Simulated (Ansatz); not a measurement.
Acetic acid + Cl• → `[CH2]C(=O)O`• + HCl  (hydrogen abstraction from a C–H bond)

Gas-phase electronic energies from Ansatz, PBE0-D4/def2-TZVP geometries. CCSD(T)/CBS adds triple-zeta CCSD(T) − MP2 to the extrapolated MP2 energy (def2 sets, frozen cores). This one scheme is used for every species, atoms too. No spin–orbit coupling; open shells (•) take unrestricted orbitals. Spin–orbit coupling would lower the free atoms: a little for Cl. One conformer a species, not always the lowest.

| species | HF/CBS(def2) energy (Eh) |
| --- | --- |
| `CC(=O)O` | -227.92517 |
| Cl• | -459.49129 |
| `[CH2]C(=O)O`• | -227.29794 |
| HCl | -460.11403 |

Problem. Work out ΔE.

Solution. ΔE = (-227.29794) + (-460.11403) − (-227.92517) − (-459.49129) = 0.00449 Eh = +11.8 kJ/mol. CCSD(T)/CBS gives -4.4 kJ/mol.

Problem. What do rigid-rotor, harmonic-oscillator terms from PBE0-D4/def2-TZVP frequencies (298.15 K, 1 bar) make of the CCSD(T)/CBS value? (Best estimate.)

Solution. Computed: ΔZPE = -17.4 kJ/mol, ΔH = -20.2 kJ/mol, ΔS = 13 J/(mol·K), ΔG = -24.0 kJ/mol. Open shells count their whole term as degenerate.

Largest T1 diagnostic among the species: 0.019.

Leaving LDA and LC-ωPBE aside and taking each functional with its dispersion term where it has one, the values, not all of them listed here, spread over 25.6 kJ/mol, from r2SCAN-D4 to BHLYP-D4. LDA lies −6.5 kJ/mol from PBE without D4. From PBE to PBE0 (25 % exact exchange), in def2-TZVPP and without D4, ΔE moves by +7.5 kJ/mol. In def2-TZVPP, CCSD(T) changes the Hartree–Fock value by −11.2 kJ/mol (the triples alone add −2.0 kJ/mol) and MP2 by −7.7 kJ/mol.
